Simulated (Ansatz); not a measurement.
Take a crystal in which Si has been replaced by C on all its sites, with the cell rescaled by a rough guess (in some cases also distorted within its space group) and nothing relaxed:

```
C
1.0
    -1.99109    1.99109    1.08376
     1.99109   -1.99109    1.08376
     1.99109    1.99109   -1.08376
C
2
Direct
  0.25000 0.75000 0.50000
  0.50000 0.50000 0.00000
```

Computed with DFT PBE, scalar-relativistic, plane waves, PAW in Ansatz 0.2.0.

Settings: cutoff 420 eV, Γ-centred mesh 22×22×22 on the computed 2-atom cell, Gaussian smearing of 0.10 eV; no spin polarisation.

(1) Will this cell want to expand or contract, and how hard?

(2) Is it a metal on this mesh?

## Answers

(1) The pressure is -52.5 GPa (positive in compression), so the cell would contract.

(2) Yes, a band crosses the Fermi level.

This form isn't the element's structure at ambient conditions.